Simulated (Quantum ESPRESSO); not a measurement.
V:

```
V
1.0
     0.00000    1.81595    1.81595
     1.81595    0.00000    1.81595
     1.81595    1.81595    0.00000
V
1
Direct
  0.00000 0.00000 0.00000
```

This isn't the form of V at room conditions, which is bcc.

The cell isn't the ideal one: volume scaled by 0.88.

```yaml
Program: Quantum ESPRESSO 7.5
Task: relaxation of cell and atoms
Functional: PBE
Potentials_or_basis: PseudoDojo 0.4.1 SR PBEsol standard
Cutoff: 1143 eV
Density_cutoff: 4572 eV
k_mesh: 5 × 5 × 5
Occupations: cold, width 0.2 eV
Spin: collinear spin, random start
Starting_moments: "[1.85] μB"
```

At the start: pressure 34.1 GPa; volume 11.98 Å³/atom.

Task: How do energy, volume and symmetry change on relaxing?

Result: Over 16 steps the energy falls by 183.9 meV/atom and the volume is 13.91 Å³/atom (+16.2 %); space group Fm-3m (No. 225, to 0.05 Å); moment 0.54 μB per cell.

Step by step:
| step | energy change (eV) | largest force (eV/Å) | pressure (GPa) | volume (Å³) |
| --- | --- | --- | --- | --- |
| 1 | 0.0000 | 0.0000 | 34.13 | 11.98 |
| 2 | -0.1413 | 0.0000 | 14.49 | 12.93 |
| 3 | -0.1741 | 0.0000 | -5.85 | 14.46 |
| 4 | -0.1761 | 0.0000 | -5.27 | 14.40 |
| 5 | -0.1792 | 0.0000 | -4.13 | 14.29 |
| 6 | -0.1823 | 0.0000 | -2.52 | 14.15 |
| 7 | -0.1839 | 0.0000 | -0.56 | 13.98 |
| 8 | -0.1834 | 0.0000 | 1.53 | 13.81 |
| 9 | -0.1834 | 0.0000 | 1.49 | 13.81 |
| 10 | -0.1834 | 0.0000 | 1.41 | 13.82 |
| 11 | -0.1835 | 0.0000 | 1.28 | 13.83 |
| 12 | -0.1836 | 0.0000 | 1.12 | 13.84 |
| 13 | -0.1837 | 0.0000 | 0.93 | 13.85 |
| 14 | -0.1838 | 0.0000 | 0.72 | 13.87 |
| 15 | -0.1839 | 0.0000 | 0.48 | 13.89 |
| 16 | -0.1839 | 0.0000 | 0.21 | 13.91 |

Final structure:
```
V
1.0
     0.00000    1.90898    1.90898
     1.90898    0.00000    1.90898
     1.90898    1.90898    0.00000
V
1
Direct
  0.00000 0.00000 0.00000
```

Caveat: the k mesh is coarse (spacing up to 0.60 Å⁻¹), so the values aren't converged; the potentials were made for another functional, which shifts forces and pressure.
